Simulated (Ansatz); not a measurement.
Te2Mo: field gradients at two levels of theory

Cell: a COD entry whose atoms were relaxed with PBE, the cell held.

Space group P2_1/m (No. 11); a = 6.3300, b = 3.4690, c = 13.8600 Å, β = 93.92°.

```csv
site,Wyckoff,site symmetry,x,y,z
Te1,2e,m,0.5571,0.7500,0.3504
Te3,2e,m,0.5877,0.2500,0.1042
Te5,2e,m,0.0968,0.7500,0.1500
Te7,2e,m,0.0548,0.2500,0.3955
Mo9,2e,m,0.3207,0.7500,0.5067
Mo11,2e,m,0.1814,0.2500,0.0077
```

One atom of each set is listed.

First run. Method: Kohn–Sham DFT in Ansatz, PBE, plane waves and PAW, scalar-relativistic, 420 eV cutoff, Γ-centred 7×13×4 k-points, Fermi–Dirac smearing 0.05 eV.

```json
{"site": "Te1", "V_zz (10²¹ V/m²)": "-15.36", "η": "0.75"}
{"site": "Te3", "V_zz (10²¹ V/m²)": "21.5", "η": "0.58"}
{"site": "Te5", "V_zz (10²¹ V/m²)": "-15.91", "η": "0.65"}
{"site": "Te7", "V_zz (10²¹ V/m²)": "21.0", "η": "0.56"}
{"site": "Mo9", "V_zz (10²¹ V/m²)": "-7.12", "η": "0.78"}
{"site": "Mo11", "V_zz (10²¹ V/m²)": "-7.28", "η": "0.78"}
```

Second run. The same atoms and settings, except that the functional is PBEsol.

(1) Given the first result, estimate the second.

Results:

(1) 

```csv
site,V_zz,η,change of V_zz
Te1,-15.15,0.72,+0.21
Te3,20.9,0.55,-0.55
Te5,-15.72,0.62,+0.19
Te7,20.5,0.53,-0.56
Mo9,-7.04,0.79,+0.08
Mo11,-7.21,0.78,+0.07
```

The largest change of V_zz is on Te7, from 21.0 to 20.5. In per cent, |V_zz| changes by -3 to -1 on Te, -1 on Mo (all sites that start above 2).

With no gap above 0.1 eV, as in a metal, the gradients converge slowly in k; expect changes of a tenth or more on a denser mesh. Without spin–orbit coupling the gradients at and beside Te can be off by some per cent, at some sites by more.
For the second run: The largest force is 0.3 eV/Å, so the atoms aren't at the calculated equilibrium and relaxing them would move these values.
